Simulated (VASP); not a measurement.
# GaSb (F-43m) in VASP: a series of runs, part 2 of 2

VASP 6.6.1.

## 3. Single point, revPBE+D4

This run uses another cell than the first one, of 28.27 Å³/atom, 0.988 times its volume.

The input, INCAR:

```
  PREC = Accurate
  ENCUT = 520
  EDIFF = 1E-7
  ISMEAR = -1
  SIGMA = 0.05
  LREAL = F
  LASPH = T
  NELM = 60
  ALGO = Normal
  ISIF = 2
  LWAVE = F
  LCHARG = F
  GGA = RE
  IVDW = 13
  NBANDS = 16
```

The input, KPOINTS:

```
Automatic mesh
0
Gamma
  8 8 8
```

The input, POSCAR:

```
GaSb
1.0
    0.0000000000      3.0463588260      3.0463588260
    3.0463588260      0.0000000000      3.0463588260
    3.0463588260      3.0463588260      0.0000000000
Sb Ga
1 1
Direct
    0.7500000000      0.7500000000      0.7500000000
    0.0000000000      0.0000000000      0.0000000000
```

Potentials or basis: VASP PAW PBE potentials, release 64 (Sb, Ga_d).

Run with:

```sh
cat potpaw_PBE.64/Sb/POTCAR potpaw_PBE.64/Ga_d/POTCAR > POTCAR
mpirun -np 1 vasp_std > vasp.out
```

OUTCAR:

```text
PREC = Accurate
   ENCUT = 520
   EDIFF = 1E-7
   ISMEAR = -1
   LREAL = F
   LASPH = T
   NELM = 60
   ISIF = 2
   GGA = RE
   IVDW = 13

 ion  position               nearest neighbor table
   1  0.750  0.750  0.750-   2 2.64   2 2.64   2 2.64   2 2.64
   2  0.000  0.000  0.000-   1 2.64   1 2.64   1 2.64   1 2.64

  LATTYP: Found a face centered cubic cell.
 ALAT       =     6.0927176520

  Lattice vectors:

 A1 = (   0.0000000000,   3.0463588260,   3.0463588260)
 A2 = (   3.0463588260,   0.0000000000,   3.0463588260)
 A3 = (   3.0463588260,   3.0463588260,   0.0000000000)

Analysis of symmetry for initial positions (statically):
=====================================================================
 Subroutine PRICEL returns:
 Original cell was already a primitive cell.

 Routine SETGRP: Setting up the symmetry group for a
 face centered cubic supercell.

 Subroutine GETGRP returns: Found 24 space group operations
 (whereof 24 operations were pure point group operations)
 out of a pool of 48 trial point group operations.

The static configuration has the point symmetry T_d .

Analysis of symmetry for dynamics (positions and initial velocities):
=====================================================================
 Subroutine PRICEL returns:
 Original cell was already a primitive cell.

 Routine SETGRP: Setting up the symmetry group for a
 face centered cubic supercell.

 Subroutine GETGRP returns: Found 24 space group operations
 (whereof 24 operations were pure point group operations)
 out of a pool of 48 trial point group operations.

The dynamic configuration has the point symmetry T_d .

 Subroutine INISYM returns: Found 24 space group operations
 (whereof 24 operations are pure point group operations),
 and found     1 'primitive' translations

----------------------------------------------------------------------------------------

                                     Primitive cell

  volume of cell :      56.5423

  direct lattice vectors                    reciprocal lattice vectors
     0.000000000  3.046358826  3.046358826    -0.164130370  0.164130370  0.164130370
     3.046358826  0.000000000  3.046358826     0.164130370 -0.164130370  0.164130370
     3.046358826  3.046358826  0.000000000     0.164130370  0.164130370 -0.164130370

  length of vectors
     4.308201968  4.308201968  4.308201968     0.284282139  0.284282139  0.284282139

  position of ions in fractional coordinates (direct lattice)
     0.750000000  0.750000000  0.750000000
     0.000000000  0.000000000  0.000000000

  ion indices of the primitive-cell ions
   primitive index   ion index
                 1           1
                 2           2

----------------------------------------------------------------------------------------

 KPOINTS: Automatic mesh

Automatic generation of k-mesh.
 Grid dimensions read from file:
 generate k-points for:    8    8    8

 Generating k-lattice:

  Cartesian coordinates                     Fractional coordinates (reciprocal lattice)
    -0.020516296  0.020516296  0.020516296     0.125000000  0.000000000  0.000000000
     0.020516296 -0.020516296  0.020516296     0.000000000  0.125000000  0.000000000
     0.020516296  0.020516296 -0.020516296     0.000000000  0.000000000  0.125000000

  Length of vectors
     0.035535267  0.035535267  0.035535267

  Shift w.r.t. Gamma in fractional coordinates (k-lattice)
     0.000000000  0.000000000  0.000000000

 Subroutine IBZKPT returns following result:
 ===========================================

 Found     29 irreducible k-points:

 Following reciprocal coordinates:
            Coordinates               Weight
  0.000000  0.000000  0.000000      1.000000
  0.125000  0.000000  0.000000      8.000000
  0.250000  0.000000  0.000000      8.000000
  0.375000  0.000000  0.000000      8.000000
  0.500000  0.000000  0.000000      4.000000
  0.125000  0.125000  0.000000      6.000000
[... 16 lines left out ...]
  0.500000  0.250000  0.125000     48.000000
 -0.375000  0.250000  0.125000     24.000000
 [... further k-points ...]
   k-points           NKPTS =     29   k-points in BZ     NKDIM =     29   number of bands    NBANDS=     16
   number of dos      NEDOS =    301   number of ions     NIONS =      2
   total plane-waves  NPLWV =  32768
   dimension x,y,z NGX =    32 NGY =   32 NGZ =   32
   dimension x,y,z NGXF=    64 NGYF=   64 NGZF=   64
   ions per type =               1   1
   NGX,Y,Z   is equivalent  to a cutoff of  12.35, 12.35, 12.35 a.u.
   NGXF,Y,Z  is equivalent  to a cutoff of  24.70, 24.70, 24.70 a.u.
 SYSTEM =  unknown system
   PREC   = accura    normal or accurate (medium, high low for compatibility)
   ISTART =      0    job   : 0-new  1-cont  2-samecut
   ICHARG =      2    charge: 1-file 2-atom 10-const
   ISPIN  =      1    spin polarized calculation?
   LNONCOLLINEAR =      F non collinear calculations
   LSORBIT =      F    spin-orbit coupling
   LASPH  =      T    aspherical Exc in radial PAW
   ENCUT  =  520.0 eV  38.22 Ry    6.18 a.u.   8.01  8.01  8.01*2*pi/ulx,y,z
   NELM   =     60;   NELMIN=  2; NELMDL= -5     # of ELM steps
   EDIFF  = 0.1E-06   stopping-criterion for ELM
   LREAL  =      F    real-space projection
   EDIFFG = 0.1E-05   stopping-criterion for IOM
   NSW    =      0    number of steps for IOM
   IBRION =     -1    ionic relax: 0-MD 1-quasi-New 2-CG
   NFREE  =      0    steps in history (QN), initial steepest desc. (CG)
   ISIF   =      2    stress and relaxation
   ISYM   =      2    0-nonsym 1-usesym 2-fastsym
   POTIM  = 0.5000    time-step for ionic-motion
   TEBEG  =    0.0;   TEEND  =   0.0 temperature during run
   PSTRESS=    0.0 pullay stress
   NELECT =      18.0000    total number of electrons
   NUPDOWN=      -1.0000    fix difference up-down
   EMIN   =  10.00;   EMAX   =-10.00  energy-range for DOS
   EFERMI =   0.00;   METHOD = LEGACY
   ISMEAR =    -1;   SIGMA  =   0.05  broadening in eV -4-tet -1-fermi 0-gaus
   EFERMI_NEDOS =   21; number of points for ismear=-14 and -15
   IALGO  =     38    algorithm
   IMIX   =      4    mixing-type and parameters
     AMIX     =   0.40;   BMIX     =  1.00
     AMIX_MAG =   1.60;   BMIX_MAG =  1.00
  volume/ion in A,a.u.               =      28.27       190.78
  Fermi-wavevector in a.u.,A,eV,Ry     =   1.117827  2.112387 17.000987  1.249537
  Thomas-Fermi vector in A             =   2.254453
   LORBIT       =      0    0 simple, 1 ext, 2 COOP (PROOUT), +10 PAW based schemes
   GGA     = RE    functional components
   LHFCALC =     F    Hartree Fock is set to
   AEXX    =    0.0000 exact exchange contribution
   IVDW    =    13    specifies the selected vdW correction
   LEPSILON=     F    determine dielectric tensor
   LRPA    =     F    only Hartree local field effects (RPA)
 non-spin polarized calculation
  energy-cutoff  :      520.00
  volume of cell :       56.54
 maximum number of plane-waves:      1540
   NGX = 17   NGY = 17   NGZ = 17

 number of electron      17.9999984 magnetization

 Free energy of the ion-electron system (eV)
  ---------------------------------------------------
  ext. energy  EPLUGINS =         0.00000000
  ---------------------------------------------------
  free energy    TOTEN  =        -6.74082344 eV

  energy without entropy =       -6.74055389  energy(sigma->0) =       -6.74068866

 E-fermi :   5.2082     XC(G=0):  -9.0223

 val. band max:        5.0779824821   @ k =   0.0000   0.0000   0.0000
 cond. band min:       5.2740033804   @ k =   0.0000   0.0000   0.0000
 fundamental gap:      0.1960208983
 Fermi energy:         5.2081946932

 k-point     1 :       0.0000    0.0000    0.0000
  band No.  band energies     occupation
      1      -9.9855      2.00000
      2      -9.9855      2.00000
      3      -9.9855      2.00000
      4      -9.9340      2.00000
      5      -9.9340      2.00000
      6      -6.4613      2.00000
[... 8 lines left out ...]
     15      13.6712      0.00000
     16      13.6712      0.00000
[... 419 lines left out ...]
 k-point    24 :      -0.3750    0.2500    0.1250
  band No.  band energies     occupation
      1     -10.0195      2.00000
      2      -9.9711      2.00000
      3      -9.9680      2.00000
      4      -9.9372      2.00000
      5      -9.9339      2.00000
      6      -4.4477      2.00000
[... 8 lines left out ...]
     15      14.8307      0.00000
     16      15.3454      0.00000

 [... further k-points ...]

------------------------ aborting loop because EDIFF is reached ----------------------------------------

  DFT-D4 for vdW energy calculation

  Edisp (eV):   -1.34090

  FORCE on cell =-STRESS in cart. coord.  units (eV):
  Direction    XX          YY          ZZ          XY          YZ          ZX
  --------------------------------------------------------------------------------------
  -------------------------------------------------------------------------------------
  Total       0.02441     0.02441     0.02441     0.00000     0.00000    -0.00000
  in kB       0.69158     0.69158     0.69158     0.00000     0.00000    -0.00000
  external pressure =        0.69 kB  Pullay stress =        0.00 kB

 VOLUME and BASIS-vectors are now :
 -----------------------------------------------------------------------------
  energy-cutoff  :      520.00
  volume of cell :       56.54
      direct lattice vectors                 reciprocal lattice vectors
     0.000000000  3.046358826  3.046358826    -0.164130370  0.164130370  0.164130370
     3.046358826  0.000000000  3.046358826     0.164130370 -0.164130370  0.164130370
     3.046358826  3.046358826  0.000000000     0.164130370  0.164130370 -0.164130370

 POSITION                                       TOTAL-FORCE (eV/Angst)
 -----------------------------------------------------------------------------------
      4.56954      4.56954      4.56954        -0.000000     -0.000000      0.000000
      0.00000      0.00000      0.00000         0.000000      0.000000     -0.000000
 -----------------------------------------------------------------------------------
    total drift:                               -0.000002     -0.000002     -0.000002

  FREE ENERGIE OF THE ION-ELECTRON SYSTEM (eV)
  ---------------------------------------------------
  free  energy   TOTEN  =        -8.0817239181 eV

  energy  without entropy=       -8.0814543719  energy(sigma->0) =       -8.08158915
```

OSZICAR:

```text
N       E                     dE             d eps       ncg     rms          rms(c)
DAV:   1     0.831048989895E+02    0.83105E+02   -0.86249E+03   960   0.141E+03
DAV:   2    -0.306743174887E+00   -0.83412E+02   -0.80357E+02  1144   0.300E+02
DAV:   3    -0.665909255984E+01   -0.63523E+01   -0.63376E+01  1016   0.653E+01
DAV:   4    -0.676906148997E+01   -0.10997E+00   -0.10996E+00  1224   0.971E+00
DAV:   5    -0.677167277587E+01   -0.26113E-02   -0.26113E-02  1152   0.131E+00    0.329E+00
DAV:   6    -0.674216181339E+01    0.29511E-01   -0.57405E-02  1384   0.375E+00    0.201E+00
DAV:   7    -0.673769896194E+01    0.44629E-02   -0.39350E-02  1080   0.165E+00    0.351E-01
DAV:   8    -0.673981531463E+01   -0.21164E-02   -0.48335E-03  1160   0.774E-01    0.839E-02
DAV:   9    -0.674070593232E+01   -0.89062E-03   -0.12082E-03  1048   0.230E-01    0.356E-02
DAV:  10    -0.674078630657E+01   -0.80374E-04   -0.90715E-05  1200   0.549E-02    0.934E-03
DAV:  11    -0.674082085681E+01   -0.34550E-04   -0.60274E-05  1064   0.520E-02    0.691E-03
DAV:  12    -0.674082351715E+01   -0.26603E-05   -0.58941E-06  1184   0.153E-02    0.851E-04
DAV:  13    -0.674082330040E+01    0.21675E-06   -0.10695E-07   952   0.216E-03    0.266E-04
DAV:  14    -0.674082342581E+01   -0.12541E-06   -0.69341E-08   944   0.156E-03    0.183E-04
DAV:  15    -0.674082343664E+01   -0.10830E-07   -0.64724E-09   840   0.656E-04
   1 F= -.80817239E+01 E0= -.80815891E+01  d E =-.269546E-03
```

stdout:

```text
POSCAR found type information on POSCAR SbGa
 POSCAR found :  2 types and       2 ions
 scaLAPACK will be used
 -----------------------------------------------------------------------------
|                                                                             |
|                                                                             |
|     You enforced a specific xc type in the INCAR file but a different       |
|     I HOPE YOU KNOW WHAT YOU ARE DOING!                                     |
|                                                                             |
 -----------------------------------------------------------------------------

 LDA part: xc-table for (Slater+PW92), standard interpolation
 POSCAR, INCAR and KPOINTS ok, starting setup
 FFT: planning ... GRIDC
 FFT: planning ... GRID_SOFT
 FFT: planning ... GRID
 WAVECAR not read
 entering main loop
```

It took 34 s on 1 thread of AMD EPYC 7R13, shared host; peak memory 0.16 GiB.

What came out:

* Free energy: -8.0817 eV
* Pressure: 0.1 GPa
* Band gap on the k mesh: 0.20 eV, direct
* Dispersion energy per atom: -0.670 eV

Levels at points of the mesh, in eV from the valence-band top:
```csv
k point,band 6,band 7,band 8,band 9,band 10,band 11,band 12,band 13
"(0.00, 0.00, 0.00)",-11.54,0.00,0.00,0.00,0.20,2.78,2.78,2.78
"(0.50, 0.00, 0.00)",-9.89,-6.40,-1.17,-1.17,0.49,3.76,3.76,6.58
"(0.50, 0.50, 0.00)",-9.04,-6.84,-2.61,-2.61,0.94,1.30,8.79,8.79
```

Caveat: the PAW data sets were made with another functional, which shifts forces and pressure a little; spin-orbit coupling is left out, which moves the levels of the heavy elements.

## 4. How close it comes

Step 2. A measured gap of GaSb is 0.811 eV (direct; 4.2 K; a printed reference work, data compilation); the calculated 0.04 eV misses it by -0.78 eV. Spin-orbit coupling on Ga, Sb is left out. The value is that of PBE on a finite k mesh, which can miss the band edges, without temperature or zero-point motion. Semilocal functionals fall short of measured gaps as a rule.

Step 3. A measured gap of GaSb is 0.811 eV (direct; 4.2 K; a printed reference work, data compilation); the calculated 0.20 eV misses it by -0.61 eV. Spin-orbit coupling on Ga, Sb is left out. The value is that of revPBE+D4 on a finite k mesh, which can miss the band edges, without temperature or zero-point motion. Semilocal functionals fall short of measured gaps as a rule.
